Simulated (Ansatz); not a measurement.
This script for Ansatz 0.2.0, Python API starts 4 runs on BN, space group F-43m. What input does the engine get in each?

`run_ase_relax.py`:
```python
import warnings

import ansatz as az
from ase import Atoms
from ase.calculators.calculator import Calculator, all_changes
from ase.optimize import BFGS
import numpy as np


class AnsatzEngine(Calculator):
    implemented_properties = ['energy', 'free_energy', 'forces']

    def calculate(self, atoms=None, properties=('energy',), system_changes=all_changes):
        super().calculate(atoms, properties, system_changes)
        bare = self.atoms.copy()
        bare.set_constraint()
        bare.set_momenta(None)
        job = (
            az.Crystal.from_ase(bare).calculation()
            .functional('r2SCAN')
            .basis(650)
            .kpoints(7, 7, 7)
            .occupations('fixed')
            .scf(tolerance=1e-08)
            .forces()
        )
        report = job.run().report
        self.results['energy'] = self.results['free_energy'] = report['lagrangian_ev']
        self.results['forces'] = np.array(report['forces_ev_ang'])

warnings.simplefilter('ignore')
atoms = Atoms(
    ['B', 'N'],
    cell=[(0.0, 1.8075, 1.8075), (1.8075, 0.0, 1.8075), (1.8075, 1.8075, 0.0)],
    scaled_positions=[
        (0.0, 0.0, 0.0),
        (0.25, 0.25, 0.25),
    ],
    pbc=True,
)
atoms.rattle(0.04, seed=29)
atoms.calc = AnsatzEngine()
before = atoms.get_potential_energy(), atoms.get_volume()
optimiser = BFGS(atoms, logfile=None)


def tell():
    fmax = np.linalg.norm(atoms.get_forces(), axis=1).max()
    print(f'step {optimiser.nsteps:2d}  E = {atoms.get_potential_energy():.5f} eV  fmax = {fmax:.4f}  V = {atoms.get_volume():.3f} A^3')


optimiser.attach(tell)
met = optimiser.run(fmax=0.03, steps=20)
print('threshold met:', bool(met), ' energy gained:', round(before[0] - atoms.get_potential_energy(), 5), 'eV')
print('cell lengths and angles:', np.round(atoms.cell.cellpar(), 3))
print(np.round(atoms.get_scaled_positions(), 4))
```

Run 1:
```yaml
crystal:
  lattice:
    - [0.0, 1.8075, 1.8075]
    - [1.8075, 0.0, 1.8075]
    - [1.8075, 1.8075, 0.0]
  atoms:
    - { symbol: B, position: [0.033632076624977816, 0.008768691342379778, -0.018007576571802804] }
    - { symbol: "N", position: [0.2868230705563783, 0.22351325288700358, 0.22908966836931727] }
basis:
  ecutwfc: 650.0
kpoints:
  mp_grid:
    grid: [7, 7, 7]
hamiltonian:
  xc: r2scan
scf:
  convergence:
    dr2_threshold: 1.0e-08
  occupations:
    method: fixed
output:
  forces: true
```

Run 2, against run 1:
```diff
-    - { symbol: B, position: [0.033632076624977816, 0.008768691342379778, -0.018007576571802804] }
-    - { symbol: "N", position: [0.2868230705563783, 0.22351325288700358, 0.22908966836931727] }
+    - { symbol: B, position: [0.033175256556772885, -0.0018313726752407155, -0.02050512695856316] }
+    - { symbol: "N", position: [0.2872798709076422, 0.2341132847128576, 0.23158725710757747] }
```

Run 3, against run 1:
```diff
-    - { symbol: B, position: [0.033632076624977816, 0.008768691342379778, -0.018007576571802804] }
-    - { symbol: "N", position: [0.2868230705563783, 0.22351325288700358, 0.22908966836931727] }
+    - { symbol: B, position: [0.03492149130553548, -0.008552511232242713, -0.019847284231882728] }
+    - { symbol: "N", position: [0.28553361428840623, 0.2408343803617461, 0.23092947835466612] }
```

Run 4, against run 1:
```diff
-    - { symbol: B, position: [0.033632076624977816, 0.008768691342379778, -0.018007576571802804] }
-    - { symbol: "N", position: [0.2868230705563783, 0.22351325288700358, 0.22908966836931727] }
+    - { symbol: B, position: [0.03512935933628863, -0.008812447781878188, -0.019589898948658698] }
+    - { symbol: "N", position: [0.2853257118843016, 0.2410943419853275, 0.2306721193387952] }
```

```console
$ python run_ase_relax.py
step  0  E = -543.90994 eV  fmax = 2.2007  V = 11.810 A^3
step  1  E = -543.99708 eV  fmax = 0.6906  V = 11.810 A^3
step  2  E = -544.00766 eV  fmax = 0.0611  V = 11.810 A^3
step  3  E = -544.00773 eV  fmax = 0.0218  V = 11.810 A^3
threshold met: True  energy gained: 0.09779 eV
cell lengths and angles: [ 2.556  2.556  2.556 60.    60.    60.   ]
[[0.0351 0.9912 0.9804]
 [0.2853 0.2411 0.2307]]
```

What to keep in mind:
- Absolute energies stand on the zero of these potentials, so only differences at equal settings mean something. A total without «per atom» is that of the cell as typed.
- The calculator gives ASE the free energy under both names; ASE's own meaning of energy is the limit of zero smearing.
- The k-point mesh is coarse, and energy and stress weren't tested for convergence.
- The structure is a deposited one; some such entries were measured under pressure or heat, so a shift against it needn't be the functional's error alone.
- Finished in 20 s on 1 thread of Arm Neoverse V2, with other jobs on the host, peak memory 0.49 GiB.
